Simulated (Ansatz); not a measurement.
This is a single-point calculation with the PAW code Ansatz on Ga2O3 (C2/m) from a database structure; the level of theory is HSE06. The cell was relaxed with r2SCAN and then strained (epitaxial -1.0 % in the xy plane, free normal strain +0.65 %), with the atoms relaxed again with r2SCAN; k points keep the names of the unstrained zone.

```yaml
crystal:
  lattice:
    - [6.0661391547, -1.5043623772, -0.0026304686]
    - [6.0661391547, 1.5043623772, -0.0026304686]
    - [-1.3698023029, 0.0, 5.6779835522]
  atoms:
    - { symbol: Ga, position: [0.3414236716, 0.3414236716, 0.6843122148] }
    - { symbol: Ga, position: [0.6585763284, 0.6585763284, 0.3156877852] }
    - { symbol: Ga, position: [0.9072289688, 0.9072289688, 0.2017713127] }
    - { symbol: Ga, position: [0.0927710312, 0.0927710312, 0.7982286873] }
    - { symbol: O, position: [0.5044158742, 0.5044158742, 0.746128426] }
    - { symbol: O, position: [0.4955841258, 0.4955841258, 0.253871574] }
    - { symbol: O, position: [0.8274178591, 0.8274178591, 0.4379403488] }
    - { symbol: O, position: [0.1725821409, 0.1725821409, 0.5620596512] }
    - { symbol: O, position: [0.1665664389, 0.1665664389, 0.1104191579] }
    - { symbol: O, position: [0.8334335611, 0.8334335611, 0.8895808421] }
kpoints:
  mp_grid: { grid: [6, 6, 4] }
  band_path:
    path:
      - [0.0, 0.0, 0.0]
      - [-0.266303588, 0.266303588, 0.0]
      - [-0.733696412, -0.266303588, 0.0]
      - [-0.5, -0.5, 0.0]
      - [-0.5, -0.5, 0.5]
      - [-0.7419050365, -0.2580949635, 0.5]
      - [-0.2580949635, 0.2580949635, 0.5]
      - [0.0, 0.0, 0.5]
      - [-0.5, 0.0, 0.5]
      - [0.442708, -0.447917, -0.5]
    npoints: 1
hamiltonian:
  xc: hse06
scf:
  occupations: { method: fixed }
  n_extra_bands: 6
output:
  forces: true
  stress: true
  eigenvalues: true
```

Some lines of the output have been replaced by numbered gaps.
```
scf.n_extra_bands = 6 over 44 filled bands (N_el = 88.0): the run solves 50 bands
Pseudopotential: Ga, paw, valence charge 13, recommended cutoff 420 eV (normal)
Pseudopotential: O, paw, valence charge 6, recommended cutoff 420 eV (normal)
Functional definition: HSE06
Crystal: 10 atoms, lattice volume = 103.620 Å³
Basis set: ecut = 420 eV, 2009 PW (Γ), FFT grids on a1−a2, a2, a3
Symmetry: 4 space group operations
Space group: C2/m (ITA 12)
k-points: 47 of 144
[warm-up without exact exchange]
SCF 1 stopped early in 2 iterations: F = -18539.943191 eV  dr2 = 1.02e-4
[exact exchange on]
Exchange kernel: α = 0.2500, screened, ω = 0.2079 Å⁻¹, Wigner–Seitz truncation, v(0) = 1045.3664 eV·Å³, q-mesh 6×6×4
SCF 2 stopped early in 7 iterations: F = -18541.415430 eV  dr2 = 5.67e-6
hybrid outer 1: dexx = +4.987e-2 eV, tail = 2.01e-4 eV
SCF 3 converged in 6 iterations: F = -18541.413595 eV  dr2 = 6.36e-10
hybrid outer 2: dexx = +3.193e-6 eV, tail = 6.81e-8 eV, Δε = 3.03e-3 eV, ΔF = 6.59e-3 eV/Å
SCF 4 converged in 2 iterations: F = -18541.413594 eV  dr2 = 4.65e-10
hybrid outer 3: dexx = +2.104e-9 eV, tail = 1.13e-9 eV, Δε = 8.45e-5 eV, ΔF = 7.28e-5 eV/Å
hybrid SCF converged: 3 outer / 15 inner (+2 warm-up)
Free energy (F): -18541.413594 eV
[1]
--- Forces (eV/Å), atoms counted from 1 ---
[2]
--- Stress (GPa, compression-positive) ---
        3.085146       0.000000      -0.178231
        0.000000       4.577885       0.000000
       -0.178231       0.000000       0.126820
  P = ⅓ Tr σ = 2.5966 GPa (25.966 kbar)
--- Band table (eV; the first three rows and the last of 47) ---
[3]
```

The rows of the band table are 0: (0, 0, 0) = Γ, 1: (0, 0, 1/4), 2: (0, 0, -1/2) = A, 46: (-1/2, -1/2, -1/2) = M₂.

Q: What stood in the gaps? They hold the forces, the Fermi energy and the band table.

A:
```
[1]
Fermi energy:    7.003806 eV
[2]
  atom   1  Ga    -0.01959      0.00000      0.00580
  atom   2  Ga      0.01959      0.00000    -0.00580
  atom   3  Ga      0.02835      0.00000      0.00409
  atom   4  Ga    -0.02835      0.00000    -0.00409
  atom   5  O       0.05377      0.00000      0.02161
  atom   6  O     -0.05377      0.00000    -0.02161
  atom   7  O     -0.01104      0.00000    -0.02120
  atom   8  O       0.01104      0.00000      0.02120
  atom   9  O     -0.05162      0.00000    -0.00683
  atom  10  O       0.05162      0.00000      0.00683
[3]
  k-point 0: bands = […, 6.2531, 6.4434, 6.4521, 6.5567, 6.7749, 6.9805, 11.3110, 14.7373, 15.9173, 16.0453, …]
  k-point 1: bands = […, 5.9431, 6.1445, 6.4679, 6.5008, 6.6144, 6.7879, 12.2177, 14.9539, 15.7848, 16.1649, …]
  k-point 2: bands = […, 5.5851, 5.6247, 6.3172, 6.4885, 6.6932, 6.7134, 13.8367, 13.8605, 16.0138, 16.5248, …]
  k-point 46: bands = […, 6.2363, 6.4211, 6.4454, 6.4795, 6.5576, 7.0038, 14.2810, 14.3661, 15.3942, 15.7724, …]
```
Only the leading digits can be foreseen; the rest is this run's record.

With HSE06 the valence top lies at k = (0.443, -0.448, -1/2) and the conduction bottom at Γ, 4.28 eV higher; the smallest vertical gap, at Γ, is 4.33 eV. Edges are sought over the mesh and the listed points. The mean pressure at these positions is +2.6 GPa, compression counted positive. (The program warns that its thresholds are loose for a hybrid's stress.) The largest force is 0.06 eV/Å.

Wall time 2.1 min on 1 × NVIDIA H100 80GB HBM3 with 2 threads of AMD EPYC 7R13 Processor (Zen 3), on a shared host, load about 1.4 per core; peak host memory 4.9 GiB.

The values are computed, spin-unpolarised, and not measurements.

The meshes of the hybrids are coarse, so their gaps aren't converged to the digits shown.
